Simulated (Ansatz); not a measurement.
**CaF2: eigenvalues along the path**

```xyz
3
Lattice="0.0000 2.7313 2.7313 2.7313 0.0000 2.7313 2.7313 2.7313 0.0000" Properties=species:S:1:pos:R:3 pbc="T T T"
Ca    0.0000    0.0000    0.0000
F     1.3656    1.3656    1.3656
F     4.0969    4.0969    4.0969
```

Atoms are numbered in the order listed.

The cell is COD entry 5000222, as deposited and not checked against the literature; nothing was relaxed.

The calculation used DFT, PBE, all-electron LAPW, scalar-relativistic (Ansatz 0.2.0).

Settings: a Γ-centred 10×10×10 k mesh, Fermi–Dirac smearing of 0.03 eV, basis error target 0.5 meV/atom, no spin polarisation.

Path points, in fractions of the reciprocal vectors: Γ (0.000, 0.000, 0.000), X (0.500, 0.000, 0.500), U (0.625, 0.250, 0.625), K (0.375, 0.375, 0.750), L (0.500, 0.500, 0.500), W (0.500, 0.250, 0.750). Levels in eV from the valence-band top; bands 6 to 18, counted from the lowest band of the run. The gap is 7.29 eV, indirect from X (0.5, 0, 0.5) to Γ.

```
# k(1/Å) point b6 b7 b8 b9 b10 b11 b12 b13 b14 b15 b16 b17 b18
0.000 Γ -19.93 -19.16 -16.97 -16.97 -16.97 -2.10 -2.10 -2.10 -0.26 -0.26 -0.26 7.29 9.17
0.144 - -19.94 -19.17 -16.98 -16.98 -16.94 -2.09 -2.09 -2.03 -0.37 -0.25 -0.25 7.43 9.16
0.288 - -19.98 -19.20 -16.99 -16.99 -16.87 -2.06 -2.06 -1.83 -0.69 -0.25 -0.25 7.82 9.13
0.431 - -20.04 -19.25 -17.00 -17.00 -16.76 -2.00 -2.00 -1.52 -1.14 -0.24 -0.24 8.36 9.10
0.575 - -20.11 -19.31 -17.02 -17.02 -16.63 -1.92 -1.92 -1.61 -1.14 -0.25 -0.25 8.61 9.48
0.719 - -20.17 -19.37 -17.04 -17.04 -16.51 -2.05 -1.83 -1.83 -0.73 -0.28 -0.28 8.48 9.77
0.863 - -20.22 -19.42 -17.06 -17.06 -16.40 -2.40 -1.74 -1.74 -0.36 -0.31 -0.31 8.30 9.83
1.006 - -20.25 -19.45 -17.07 -17.07 -16.33 -2.62 -1.67 -1.67 -0.35 -0.35 -0.10 8.17 9.60
1.150 X -20.26 -19.46 -17.07 -17.07 -16.31 -2.70 -1.65 -1.65 -0.36 -0.36 0.00 8.12 9.52
1.201 - -20.25 -19.46 -17.07 -17.07 -16.31 -2.69 -1.65 -1.64 -0.37 -0.36 0.00 8.13 9.52
1.252 - -20.25 -19.48 -17.07 -17.06 -16.32 -2.68 -1.65 -1.64 -0.38 -0.36 -0.01 8.14 9.53
1.303 - -20.23 -19.50 -17.07 -17.03 -16.33 -2.66 -1.66 -1.63 -0.40 -0.37 -0.01 8.17 9.54
1.354 - -20.21 -19.54 -17.07 -17.01 -16.35 -2.62 -1.68 -1.61 -0.43 -0.38 -0.02 8.20 9.57
1.404 - -20.18 -19.58 -17.07 -16.97 -16.38 -2.58 -1.69 -1.59 -0.47 -0.39 -0.04 8.24 9.59
1.455 - -20.15 -19.62 -17.06 -16.93 -16.40 -2.54 -1.70 -1.56 -0.52 -0.40 -0.05 8.28 9.63
1.506 - -20.11 -19.67 -17.06 -16.89 -16.44 -2.49 -1.72 -1.54 -0.58 -0.42 -0.07 8.33 9.67
1.557 U -20.07 -19.71 -17.05 -16.85 -16.47 -2.43 -1.73 -1.50 -0.64 -0.44 -0.10 8.38 9.71
1.645 - -20.05 -19.75 -17.06 -16.82 -16.50 -2.39 -1.78 -1.44 -0.70 -0.43 -0.11 8.41 9.74
1.733 - -20.01 -19.79 -17.06 -16.78 -16.54 -2.32 -1.88 -1.33 -0.81 -0.38 -0.14 8.46 9.73
1.821 - -19.96 -19.84 -17.06 -16.72 -16.58 -2.23 -2.00 -1.20 -0.93 -0.33 -0.18 8.49 9.70
1.909 - -19.93 -19.87 -17.06 -16.69 -16.62 -2.16 -2.09 -1.11 -1.02 -0.31 -0.20 8.51 9.69
1.997 - -19.96 -19.84 -17.06 -16.72 -16.58 -2.23 -2.00 -1.20 -0.93 -0.33 -0.18 8.49 9.70
2.085 - -20.01 -19.79 -17.06 -16.78 -16.54 -2.32 -1.88 -1.33 -0.81 -0.38 -0.14 8.46 9.73
2.173 - -20.05 -19.75 -17.06 -16.82 -16.50 -2.39 -1.78 -1.44 -0.70 -0.43 -0.11 8.41 9.74
2.261 K -20.07 -19.71 -17.05 -16.85 -16.47 -2.43 -1.73 -1.50 -0.64 -0.44 -0.10 8.38 9.71
2.414 - -19.93 -19.85 -17.04 -16.75 -16.60 -2.26 -1.73 -1.37 -0.86 -0.55 -0.16 8.53 9.64
2.566 - -19.96 -19.75 -17.02 -16.72 -16.68 -2.12 -1.64 -1.21 -1.11 -0.76 -0.20 8.68 9.49
2.719 - -20.03 -19.58 -17.01 -16.84 -16.67 -2.04 -1.45 -1.36 -1.03 -1.01 -0.22 8.80 9.36
2.871 - -20.05 -19.42 -17.00 -16.92 -16.71 -2.02 -1.60 -1.34 -1.18 -0.80 -0.22 8.79 9.27
3.024 - -20.03 -19.30 -16.98 -16.97 -16.79 -2.03 -1.81 -1.64 -0.87 -0.60 -0.23 8.42 9.21
3.176 - -19.98 -19.22 -16.98 -16.98 -16.87 -2.06 -1.97 -1.88 -0.57 -0.42 -0.24 7.87 9.18
3.329 - -19.94 -19.17 -16.98 -16.97 -16.94 -2.09 -2.07 -2.05 -0.34 -0.30 -0.25 7.45 9.17
3.481 Γ -19.93 -19.16 -16.97 -16.97 -16.97 -2.10 -2.10 -2.10 -0.26 -0.26 -0.26 7.29 9.17
3.606 - -19.94 -19.17 -16.97 -16.97 -16.95 -2.08 -2.08 -2.07 -0.30 -0.27 -0.27 7.40 9.18
3.730 - -19.96 -19.20 -16.98 -16.98 -16.90 -2.03 -2.03 -1.98 -0.44 -0.33 -0.33 7.69 9.20
3.855 - -20.00 -19.25 -16.98 -16.98 -16.83 -1.95 -1.95 -1.84 -0.62 -0.41 -0.41 8.12 9.24
3.979 - -20.03 -19.32 -16.99 -16.99 -16.73 -1.85 -1.85 -1.68 -0.81 -0.51 -0.51 8.59 9.28
4.104 - -20.05 -19.41 -17.00 -17.00 -16.64 -1.74 -1.74 -1.52 -0.99 -0.62 -0.62 9.04 9.32
4.228 - -20.06 -19.49 -17.01 -17.01 -16.55 -1.63 -1.63 -1.39 -1.13 -0.72 -0.72 9.35 9.35
4.353 - -20.05 -19.56 -17.01 -17.01 -16.50 -1.54 -1.54 -1.31 -1.21 -0.80 -0.80 9.38 9.38
4.477 L -20.05 -19.58 -17.01 -17.01 -16.48 -1.51 -1.51 -1.28 -1.24 -0.83 -0.83 9.38 9.38
4.579 - -20.05 -19.60 -17.01 -17.00 -16.49 -1.59 -1.50 -1.35 -1.14 -0.83 -0.77 9.30 9.40
4.681 - -20.03 -19.63 -17.02 -16.95 -16.50 -1.73 -1.57 -1.40 -0.99 -0.80 -0.65 9.11 9.44
4.782 - -20.01 -19.69 -17.03 -16.89 -16.53 -1.86 -1.73 -1.35 -0.95 -0.67 -0.53 8.90 9.49
4.884 - -19.98 -19.76 -17.04 -16.82 -16.56 -1.96 -1.90 -1.27 -0.96 -0.50 -0.43 8.73 9.56
4.986 - -19.96 -19.82 -17.05 -16.75 -16.59 -2.04 -2.03 -1.19 -0.99 -0.35 -0.33 8.59 9.63
5.087 - -19.93 -19.87 -17.06 -16.69 -16.62 -2.16 -2.09 -1.11 -1.02 -0.31 -0.20 8.51 9.69
5.189 - -19.92 -19.90 -17.07 -16.65 -16.63 -2.23 -2.12 -1.06 -1.03 -0.28 -0.12 8.46 9.73
5.291 W -19.91 -19.91 -17.08 -16.64 -16.64 -2.25 -2.13 -1.04 -1.04 -0.28 -0.09 8.45 9.75
5.363 - -19.98 -19.83 -17.08 -16.71 -16.57 -2.31 -2.07 -1.16 -0.91 -0.28 -0.09 8.43 9.76
5.435 - -20.05 -19.75 -17.08 -16.79 -16.50 -2.39 -1.98 -1.28 -0.79 -0.29 -0.07 8.39 9.74
5.506 - -20.11 -19.68 -17.08 -16.86 -16.44 -2.48 -1.89 -1.38 -0.67 -0.31 -0.06 8.33 9.67
5.578 - -20.16 -19.61 -17.08 -16.93 -16.40 -2.55 -1.81 -1.47 -0.57 -0.33 -0.04 8.27 9.62
5.650 - -20.20 -19.55 -17.08 -16.99 -16.36 -2.61 -1.74 -1.55 -0.48 -0.34 -0.02 8.21 9.57
5.722 - -20.23 -19.50 -17.08 -17.04 -16.33 -2.66 -1.69 -1.60 -0.42 -0.35 -0.01 8.16 9.54
5.794 - -20.25 -19.47 -17.08 -17.06 -16.31 -2.69 -1.66 -1.63 -0.37 -0.36 0.00 8.13 9.52
5.866 X -20.26 -19.46 -17.07 -17.07 -16.31 -2.70 -1.65 -1.65 -0.36 -0.36 0.00 8.12 9.52
```
